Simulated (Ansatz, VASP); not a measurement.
**Ca: VASP beside Ansatz**

```xyz
1
Lattice="-2.2119 2.2119 2.2119 2.2119 -2.2119 2.2119 2.2119 2.2119 -2.2119" Properties=species:S:1:pos:R:3 pbc="T T T"
Ca    0.0000    0.0000    0.0000
```

This isn't the form of Ca at room conditions, which is fcc.

Alike in both runs: task single point; functional r2SCAN; k mesh 14 × 14 × 14; occupations gaussian, width 0.1 eV; no spin polarisation.

|  | VASP | Ansatz |
| --- | --- | --- |
| version | VASP 6.6.1 | Ansatz 0.2.0 |
| potentials or method | VASP PAW PBE potentials, release 64 (Ca_sv) | scalar-relativistic, plane waves, PAW |
| plane-wave cutoff (eV) | 520 | 500 |
| valence electrons in the cell | 10 | 10 |

VASP gave:

```
gap on the k mesh at the Fermi level (eV) : none
pressure (GPa)                            : 0.1
```

Question: Which values does Ansatz return?

Answer: gap on the k mesh at the Fermi level (eV): none; pressure (GPa): 0.0.

A gap of «none» marks a metal or a gap that the smearing closes.

Caveats: the PAW data sets were made with another functional, which shifts forces and pressure a little (VASP).
